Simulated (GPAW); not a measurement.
**Does VGa15As16 (GaAs32 V1) carry moments in GPAW?**

Wanted: the moments of VGa15As16 (GaAs32 V1) and the energy gained by spin polarisation.

Calculated with GPAW 26.7.0; PBE; plane waves with GPAW's PAW setups, scalar-relativistic.

## (1) The structure

The structure is tetragonal, space group P-42m (No. 111). Conventional cell: a = 11.306 Å, b = 11.306 Å, c = 5.653 Å, α = 90.00°, β = 90.00°, γ = 90.00°. Nearest to V lie 4 As at 2.45 Å. As has 3 Ga at 2.45 Å and 1 V at 2.45 Å nearest. Nearest to Ga lie 4 As at 2.45 Å. As has 4 Ga at 2.45 Å nearest. As has 4 Ga at 2.45 Å nearest. substitutional dopants on the host's lattice, its constants typed without a cited source, atoms not relaxed. Farther neighbours are not listed.

The cell is a made-up one and need not be a known phase.

## (2) Start 1: ferro +

Parallel moments need no larger cell; this start tests for a ferromagnetic state only.

Contents of order1.py:

```python
import json
import numpy as np
from ase import Atoms
from ase.parallel import paropen, parprint
from gpaw import GPAW

atoms = Atoms(['V', 'As', 'Ga', 'As', 'Ga', 'As', 'Ga', 'As', 'Ga', 'As', 'Ga', 'As', 'Ga', 'As', 'Ga', 'As', 'Ga', 'As', 'Ga', 'As', 'Ga', 'As', 'Ga', 'As', 'Ga', 'As', 'Ga', 'As', 'Ga', 'As', 'Ga', 'As'],
    cell=[[11.306, 0.0, 0.0],
         [0.0, 11.306, 0.0],
         [0.0, 0.0, 5.653]],
    scaled_positions=[[0.0, 0.0, 0.0],
         [0.125, 0.125, 0.25],
         [0.0, 0.25, 0.5],
         [0.125, 0.375, 0.75],
         [0.25, 0.0, 0.5],
         [0.375, 0.125, 0.75],
         [0.25, 0.25, 0.0],
         [0.375, 0.375, 0.25],
         [0.0, 0.5, 0.0],
         [0.125, 0.625, 0.25],
         [0.0, 0.75, 0.5],
         [0.125, 0.875, 0.75],
         [0.25, 0.5, 0.5],
         [0.375, 0.625, 0.75],
         [0.25, 0.75, 0.0],
         [0.375, 0.875, 0.25],
         [0.5, 0.0, 0.0],
         [0.625, 0.125, 0.25],
         [0.5, 0.25, 0.5],
         [0.625, 0.375, 0.75],
         [0.75, 0.0, 0.5],
         [0.875, 0.125, 0.75],
         [0.75, 0.25, 0.0],
         [0.875, 0.375, 0.25],
         [0.5, 0.5, 0.0],
         [0.625, 0.625, 0.25],
         [0.5, 0.75, 0.5],
         [0.625, 0.875, 0.75],
         [0.75, 0.5, 0.5],
         [0.875, 0.625, 0.75],
         [0.75, 0.75, 0.0],
         [0.875, 0.875, 0.25]],
    pbc=True,
    magmoms=[2.0, 0.0, 0.0, 0.0, 0.0, 0.0, 0.0, 0.0, 0.0, 0.0, 0.0, 0.0, 0.0, 0.0, 0.0, 0.0, 0.0, 0.0, 0.0, 0.0, 0.0, 0.0, 0.0, 0.0, 0.0, 0.0, 0.0, 0.0, 0.0, 0.0, 0.0, 0.0])
atoms.calc = GPAW(mode={'name': 'pw', 'ecut': 450},
    xc='PBE',
    kpts={'size': (3, 3, 5), 'gamma': True},
    occupations={'name': 'fermi-dirac', 'width': 0.05},
    convergence={'density': 1e-05, 'energy': 1e-05},
    maxiter=200,
    mixer={'name': 'pulay', 'beta': 0.05, 'nmaxold': 6, 'weight': 50},
    symmetry={'tolerance': 1e-4},
    txt='order1.txt')
e = atoms.get_potential_energy(force_consistent=True)
res = {'free_energy': e, 'energy_sigma0': atoms.get_potential_energy(), 'fermi_energy': atoms.calc.get_fermi_level()}
res['moments'] = atoms.get_magnetic_moments().tolist()
res['total'] = atoms.get_magnetic_moment()
parprint('site moments (muB):', np.round(res['moments'], 3))
parprint(f"total moment: {res['total']:.3f} muB")
parprint(f'free energy: {e:.6f} eV')
atoms.calc.write('order1.gpw')
with paropen('results.json', 'w') as f:
    json.dump(res, f)
```

Command:

```sh
> OMP_NUM_THREADS=1 mpirun -n 4 gpaw python order1.py > order1.log
```

Numbers of over 12 decimals in the logs are rounded to 6 here.

Output:

```text
site moments (muB): [ 1.746e+00 -2.900e-02  1.200e-02 -1.000e-03  1.200e-02 -1.000e-03
  6.000e-03 -2.000e-03 -0.000e+00 -1.000e-03  1.200e-02 -2.900e-02
  0.000e+00 -2.000e-03  6.000e-03 -1.000e-03 -0.000e+00 -1.000e-03
  0.000e+00 -2.000e-03  1.200e-02 -2.900e-02  6.000e-03 -1.000e-03
 -0.000e+00 -2.000e-03  0.000e+00 -1.000e-03  0.000e+00 -1.000e-03
  6.000e-03 -2.900e-02]
total moment: 2.000 muB
free energy: -136.122546 eV

--- order1.txt ---
Input parameters:
  mode=PW(ecut=450),
  convergence={'density': 1e-05, 'energy': 1e-05},
  kpts=MonkhorstPack(size=(3, 3, 5), gamma=True),
  maxiter=200,
  mixer=Pulay(name='pulay', nmaxold=6, beta=0.05, weight=50, sigma=0.015, g_ss=None),
  occupations=Occupations(name='fermi-dirac', width=0.05),
  symmetry=Symmetry(tolerance=0.0001),
  xc=XC(name='PBE')

Diagonalizing LCAO Hamiltonian
Converting LCAO to pw mode
        .---------------------------.
       /|                           |
      / |                           |
     /  |  As            As         |
    /   |       As            As    |
   /  Ga|           Ga              |
  /    As         As As         As  |
 *      .--Ga-------------Ga--------.
 |     / As As         As As       /
 | Ga /      Ga  Ga        Ga     /
 |   Ga Ga    As   Ga Ga    As   /
 |  /As            As           /
 | /      Ga            Ga     /
 |/                           /
 V-------------Ga------------*

Atoms  # Å, Bohr magnetons
|    | symbol |        x |        y |        z |    initial magnetic moments |
|----|--------|----------|----------|----------|-----------------------------|
|  0 |      V | 0.000000 | 0.000000 | 0.000000 | ( 0.0000,  0.0000,  2.0000) |
|  1 |     As | 1.413250 | 1.413250 | 1.413250 | ( 0.0000,  0.0000,  0.0000) |
|  2 |     Ga | 0.000000 | 2.826500 | 2.826500 | ( 0.0000,  0.0000,  0.0000) |
|  3 |     As | 1.413250 | 4.239750 | 4.239750 | ( 0.0000,  0.0000,  0.0000) |
|  4 |     Ga | 2.826500 | 0.000000 | 2.826500 | ( 0.0000,  0.0000,  0.0000) |
|  5 |     As | 4.239750 | 1.413250 | 4.239750 | ( 0.0000,  0.0000,  0.0000) |
|  6 |     Ga | 2.826500 | 2.826500 | 0.000000 | ( 0.0000,  0.0000,  0.0000) |
|  7 |     As | 4.239750 | 4.239750 | 1.413250 | ( 0.0000,  0.0000,  0.0000) |
|  8 |     Ga | 0.000000 | 5.653000 | 0.000000 | ( 0.0000,  0.0000,  0.0000) |
|  9 |     As | 1.413250 | 7.066250 | 1.413250 | ( 0.0000,  0.0000,  0.0000) |
| 10 |     Ga | 0.000000 | 8.479500 | 2.826500 | ( 0.0000,  0.0000,  0.0000) |
| 11 |     As | 1.413250 | 9.892750 | 4.239750 | ( 0.0000,  0.0000,  0.0000) |
| 12 |     Ga | 2.826500 | 5.653000 | 2.826500 | ( 0.0000,  0.0000,  0.0000) |
| 13 |     As | 4.239750 | 7.066250 | 4.239750 | ( 0.0000,  0.0000,  0.0000) |
| 14 |     Ga | 2.826500 | 8.479500 | 0.000000 | ( 0.0000,  0.0000,  0.0000) |
| 15 |     As | 4.239750 | 9.892750 | 1.413250 | ( 0.0000,  0.0000,  0.0000) |
| 16 |     Ga | 5.653000 | 0.000000 | 0.000000 | ( 0.0000,  0.0000,  0.0000) |
| 17 |     As | 7.066250 | 1.413250 | 1.413250 | ( 0.0000,  0.0000,  0.0000) |
| 18 |     Ga | 5.653000 | 2.826500 | 2.826500 | ( 0.0000,  0.0000,  0.0000) |
| 19 |     As | 7.066250 | 4.239750 | 4.239750 | ( 0.0000,  0.0000,  0.0000) |
| 20 |     Ga | 8.479500 | 0.000000 | 2.826500 | ( 0.0000,  0.0000,  0.0000) |
| 21 |     As | 9.892750 | 1.413250 | 4.239750 | ( 0.0000,  0.0000,  0.0000) |
| 22 |     Ga | 8.479500 | 2.826500 | 0.000000 | ( 0.0000,  0.0000,  0.0000) |
| 23 |     As | 9.892750 | 4.239750 | 1.413250 | ( 0.0000,  0.0000,  0.0000) |
| 24 |     Ga | 5.653000 | 5.653000 | 0.000000 | ( 0.0000,  0.0000,  0.0000) |
| 25 |     As | 7.066250 | 7.066250 | 1.413250 | ( 0.0000,  0.0000,  0.0000) |
| 26 |     Ga | 5.653000 | 8.479500 | 2.826500 | ( 0.0000,  0.0000,  0.0000) |
| 27 |     As | 7.066250 | 9.892750 | 4.239750 | ( 0.0000,  0.0000,  0.0000) |
| 28 |     Ga | 8.479500 | 5.653000 | 2.826500 | ( 0.0000,  0.0000,  0.0000) |
| 29 |     As | 9.892750 | 7.066250 | 4.239750 | ( 0.0000,  0.0000,  0.0000) |
| 30 |     Ga | 8.479500 | 8.479500 | 0.000000 | ( 0.0000,  0.0000,  0.0000) |
| 31 |     As | 9.892750 | 9.892750 | 1.413250 | ( 0.0000,  0.0000,  0.0000) |

Unit cell  # Å
| periodic |         x |         y |        z |   lengths |    angles |
|----------|-----------|-----------|----------|-----------|-----------|
|      yes | 11.306000 |  0.000000 | 0.000000 | 11.306000 | 90.000000 |
|      yes |  0.000000 | 11.306000 | 0.000000 | 11.306000 | 90.000000 |
|      yes |  0.000000 |  0.000000 | 5.653000 |  5.653000 | 90.000000 |

Number of symmetries: 8

BZ-sampling:
  Number of BZ points: 45
  Number of IBZ points: 9

  Monkhorst-Pack size: [3, 3, 5]
  Monkhorst-Pack shift: [0, 0, 0]

K-points  # in reciprocal-cell coordinates
|   |                                coordinates |     weight |
|---|--------------------------------------------|------------|
| 0 | (  0.00000000,   0.00000000,   0.00000000) | 0.02222222 |
| 1 | (  0.00000000,   0.00000000,   0.20000000) | 0.04444444 |
| 2 | (  0.00000000,   0.00000000,   0.40000000) | 0.04444444 |
| 3 | (  0.33333333,   0.00000000,   0.00000000) | 0.08888889 |
| 4 | (  0.33333333,   0.00000000,   0.20000000) | 0.17777778 |
| 5 | (  0.33333333,   0.00000000,   0.40000000) | 0.17777778 |
| 6 | (  0.33333333,   0.33333333,   0.00000000) | 0.08888889 |
| 7 | (  0.33333333,   0.33333333,   0.20000000) | 0.17777778 |
| 8 | (  0.33333333,   0.33333333,   0.40000000) | 0.17777778 |

Plane wave coefficients: 15715
Cutoff: 450.000000 eV

Spin-components: 2 (collinear spins)
Bands:           88
Projectors:      161
Spin-degeneracy: 1
Datatype:        complex128

Parallelization:
  kpt:    4
  domain: 1
  band:   1

Density:
  Valence electrons: 138.0
  Components: 2
  Grid points: [56 56 28]
  Charge: 0.0  # |e|

Potential:
  Grid points: [56 56 28]

species:
  V:
    name:    Vanadium
    Z:       23.0
    valence: 13
    core:    10
    charge:  0.0  # [|e|]
    compensation charges:
      type: gauss
      rc: 0.37  # [Å]
      lmax: 2
    cutoffs:
      filter: 2.14  # [Å]
      core: 0.96  # [Å]
    projectors
    | kind |    occ | energy [eV] | rcut [Å] |
    |------|--------|-------------|----------|
    |   3s |  2.000 |     -70.222 |    1.254 |
    |   4s |  2.000 |      -4.702 |    1.254 |
    |   3p |  6.000 |     -44.043 |    1.281 |
    |   4p |  0.000 |      -1.444 |    1.281 |
    |   3d |  3.000 |      -5.164 |    1.169 |
    |    d |        |      22.047 |    1.169 |

    Using partial waves for V as LCAO basis

  As:
    name:    Arsenic
    Z:       33.0
    valence: 5
    core:    28
    charge:  0.0  # [|e|]
    compensation charges:
      type: gauss
      rc: 0.33  # [Å]
      lmax: 2
    cutoffs:
      filter: 1.87  # [Å]
      core: 2.96  # [Å]
    projectors
    | kind |    occ | energy [eV] | rcut [Å] |
    |------|--------|-------------|----------|
    |   4s |  2.000 |     -14.487 |    1.058 |
    |   4p |  3.000 |      -5.196 |    1.058 |
    |    s |        |      12.725 |    1.058 |
    |    p |        |      22.016 |    1.058 |
    |    d |        |       0.000 |    1.058 |

    Using partial waves for As as LCAO basis

  Ga:
    name:    Gallium
    Z:       31.0
    valence: 3
    core:    28
    charge:  0.0  # [|e|]
    compensation charges:
      type: gauss
      rc: 0.37  # [Å]
      lmax: 2
    cutoffs:
      filter: 2.06  # [Å]
      core: 4.17  # [Å]
    projectors
    | kind |    occ | energy [eV] | rcut [Å] |
    |------|--------|-------------|----------|
    |   4s |  2.000 |      -8.945 |    1.164 |
    |   4p |  1.000 |      -2.580 |    1.164 |
    |    s |        |      18.266 |    1.164 |
    |    p |        |      24.631 |    1.164 |
    |    d |        |       0.000 |    1.164 |

    Using partial waves for Ga as LCAO basis

Reference energy: -1803138.146099  # eV

eigensolver:
  PPCG
  Converge bands: occupied
  niter=2

density mixing:
  Pulay-Mixer
  Linear mixing parameters: 0.05
  Old densities: 6
  Fourier metric: weight=50, sigma=0.015

occupation numbers:
  Fermi-Dirac:
    width: 0.0500  # eV

poisson solver:
  ecut: 3600.000000  # eV

xc functional:
  name: PBE with 2 nearest neighbor stencil

convergence criteria:
- Maximum integral of absolute [dens]ity change: 1e-05 electrons / valence electron
- Maximum [total energy] change in last 3 cyles: 1e-05 eV / valence electron
- Maximum integral of absolute [eigenst]ate change: 4e-08 eV^2 / valence electron
maximum number of iterations: 200

SCF iterations
|iter     |      energy | eigst |  dens |  magmom |
|---------|-------------|-------|-------|---------|
|iter:   1|       0s | -137.709960 | +0.02 |       |  +2.0044|
|iter:   2|       7s | -137.154906 | -1.43 | -0.89 |  +2.0042|
|iter:   3|      15s | -136.722143 | -1.96 | -0.93 |  +2.0038|
|iter:   4|      22s | -136.184289 | -0.95 | -0.98 |  +2.0012|
|iter:   5|      29s | -136.132766 | -2.40 | -1.42 |  +2.0011|
|iter:   6|      36s | -136.166272 | -1.92 | -1.44 |  +2.0003|
|iter:   7|      44s | -136.128459 | -2.82 | -2.01 |  +2.0004|
|iter:   8|      51s | -136.122850 | -3.25 | -2.23 |  +2.0004|
|iter:   9|      58s | -136.123076 | -4.13 | -2.45 |  +2.0004|
|iter:  10|      65s | -136.120709 | -4.44 | -2.51 |  +2.0003|
|iter:  11|      72s | -136.122038 | -4.32 | -2.55 |  +2.0001|
|iter:  12|      79s | -136.122052c| -5.51 | -2.98 |  +2.0001|
|iter:  13|      86s | -136.122111c| -6.09 | -3.02 |  +2.0001|
|iter:  14|      93s | -136.122319c| -5.25 | -3.08 |  +2.0000|
|iter:  15|     100s | -136.122348c| -6.11 | -3.39 |  +2.0000|
|iter:  16|     107s | -136.122355c| -7.22 | -3.49 |  +2.0000|
|iter:  17|     114s | -136.122401c| -6.28 | -3.53 |  +2.0000|
|iter:  18|     121s | -136.122411c| -7.03 | -3.65 |  +2.0000|
|iter:  19|     128s | -136.122438c| -6.13 | -3.70 |  +2.0000|
|iter:  20|     135s | -136.122441c| -7.01 | -4.08 |  +2.0000|
|iter:  21|     142s | -136.122445c| -6.94 | -4.13 |  +2.0000|
|iter:  22|     146s | -136.122445c| -7.93c| -4.39 |  +2.0000|
|iter:  23|     150s | -136.122446c| -7.62c| -4.40 |  +2.0000|
|iter:  24|     154s | -136.122446c| -7.68c| -4.46 |  +2.0000|
|iter:  25|     158s | -136.122446c| -7.66c| -4.52 |  +2.0000|
|iter:  26|     161s | -136.122446c| -8.01c| -4.63 |  +2.0000|
|iter:  27|     165s | -136.122446c| -7.83c| -4.72 |  +2.0000|
|iter:  28|     169s | -136.122446c| -8.21c| -4.89 |  +2.0000|
|iter:  29|     173s | -136.122446c| -8.23c| -4.95 |  +2.0000|
|iter:  30|     177s | -136.122447c| -8.18c| -5.05c|  +2.0000|

Converged in 30 steps
Energy contributions relative to reference atoms: (reference = -1803138.146099)

Energy contributions:
  Kinetic:         421.834646
  Coulomb:        -373.712667
  Zero:              0.373879
  External:          0.000000
  Xc:             -184.618205
  Entropy:          -0.000200
  Spinorbit:         0.000000
  ----------------------------
  Free energy:    -136.122546
  Extrapolated:   -136.122447

dipole moment: (-113.521263, -113.521263, -114.496445)  # |e|*Ang

Total magnetic moment: (0.000000, 0.000000, 1.999964)

Local magnetic moments
|        x |        y |         z |
|----------|----------|-----------|
| 0.000000 | 0.000000 |  1.746166 |  # V    0
| 0.000000 | 0.000000 | -0.028786 |  # As   1
| 0.000000 | 0.000000 |  0.011632 |  # Ga   2
| 0.000000 | 0.000000 | -0.000723 |  # As   3
| 0.000000 | 0.000000 |  0.011632 |  # Ga   4
| 0.000000 | 0.000000 | -0.000723 |  # As   5
| 0.000000 | 0.000000 |  0.006009 |  # Ga   6
| 0.000000 | 0.000000 | -0.002353 |  # As   7
| 0.000000 | 0.000000 | -0.000461 |  # Ga   8
| 0.000000 | 0.000000 | -0.000723 |  # As   9
| 0.000000 | 0.000000 |  0.011632 |  # Ga  10
| 0.000000 | 0.000000 | -0.028786 |  # As  11
| 0.000000 | 0.000000 |  0.000104 |  # Ga  12
| 0.000000 | 0.000000 | -0.002353 |  # As  13
| 0.000000 | 0.000000 |  0.006009 |  # Ga  14
| 0.000000 | 0.000000 | -0.000723 |  # As  15
[...]
| 0.000000 | 0.000000 |  0.006009 |  # Ga  22
| 0.000000 | 0.000000 | -0.000723 |  # As  23
| 0.000000 | 0.000000 | -0.000421 |  # Ga  24
| 0.000000 | 0.000000 | -0.002353 |  # As  25
| 0.000000 | 0.000000 |  0.000104 |  # Ga  26
| 0.000000 | 0.000000 | -0.000723 |  # As  27
| 0.000000 | 0.000000 |  0.000104 |  # Ga  28
| 0.000000 | 0.000000 | -0.000723 |  # As  29
| 0.000000 | 0.000000 |  0.006009 |  # Ga  30
| 0.000000 | 0.000000 | -0.028786 |  # As  31

Fermi level: 5.333
Eigenvalues  # (at kpt = [0.000, 0.000, 0.000])
| band index |      eig [eV] | occ [0-1] |      eig [eV] | occ [0-1] |
|------------|---------------|-----------|---------------|-----------|
|          0 |       -59.593 |     1.000 |       -57.819 |     1.000 |
|        ... |               |           |               |           |
|         61 |         3.465 |     1.000 |         3.641 |     1.000 |
|         62 |         3.643 |     1.000 |         3.717 |     1.000 |
|         63 |         3.643 |     1.000 |         3.732 |     1.000 |
|         64 |         3.720 |     1.000 |         3.732 |     1.000 |
|         65 |         4.540 |     1.000 |         4.678 |     1.000 |
|         66 |         4.563 |     1.000 |         4.699 |     1.000 |
|         67 |         4.593 |     1.000 |         4.699 |     1.000 |
|         68 |         4.593 |     1.000 |         5.689 |     0.001 |
|         69 |         4.642 |     1.000 |         6.011 |     0.000 |
|         70 |         5.673 |     0.001 |         6.043 |     0.000 |
|         71 |         6.022 |     0.000 |         6.294 |     0.000 |
|         72 |         6.105 |     0.000 |         6.331 |     0.000 |
|         73 |         6.105 |     0.000 |         6.331 |     0.000 |
|         74 |         6.672 |     0.000 |         6.743 |     0.000 |
|         75 |         6.672 |     0.000 |         6.852 |     0.000 |
|         76 |         6.713 |     0.000 |         6.872 |     0.000 |
|        ... |               |           |               |           |
|         87 |         8.126 |     0.000 |         8.349 |     0.000 |

Gap: 0.708 eV
Transition (v -> c):
  (s=0, k=2, n=69, [0.00, 0.00, 0.40]) -> (s=0, k=0, n=70, [0.00, 0.00, 0.00])
Direct/indirect transitions are different
Direct gap: 0.824 eV
Transition at: (s=0, k=8, n=69, [0.33, 0.33, 0.40])
```

Run time: 3.2 min. Hardware: 4 MPI ranks of AMD EPYC 9B45 (Zen 5), shared host; peak memory 2.2 GiB.

Spin moment in the augmentation sphere by element, in μB:

```tsv
element	atoms	mean	spread (r.m.s.)	least	largest
V	1	1.75	0.00	1.75	1.75
As	16	-0.01	0.01	-0.03	0.00
Ga	15	0.00	0.00	0.00	0.01
```

The atoms farthest from the mean of their element:

```tsv
atom	x, y, z (Å)	spin moment in the augmentation sphere (μB)
As2	1.41, 1.41, 1.41	-0.03
As12	1.41, 9.89, 4.24	-0.03
As32	9.89, 9.89, 1.41	-0.03
As22	9.89, 1.41, 4.24	-0.03
As10	1.41, 7.07, 1.41	0.00
As16	4.24, 9.89, 1.41	0.00
As6	4.24, 1.41, 4.24	0.00
As4	1.41, 4.24, 4.24	0.00
```

Numbers from this step:

```
magnetization : 2.000 μB
final state   : ferromagnetic
```

After 30 cycles the largest moment stands at 1.75 μB.

(Part 1 of 2 ends here.)

[Logs and program files are shortened in this print: banners, set-up blocks, solver, clock and traceback lines can be left out without a mark of their own.]

[Logs are printed without paths, hosts, clocks, repeated set-up lines and the standing remarks that a program may print on its own settings, such as how far it seeks lower states.]

[Hosts, paths, dates, database ids (printed as entryN), source tags and the programs' standing remarks are cut or masked in the printed files.]

[Where a cell is said to come from a database of computed structures, the database is the Materials Project.]
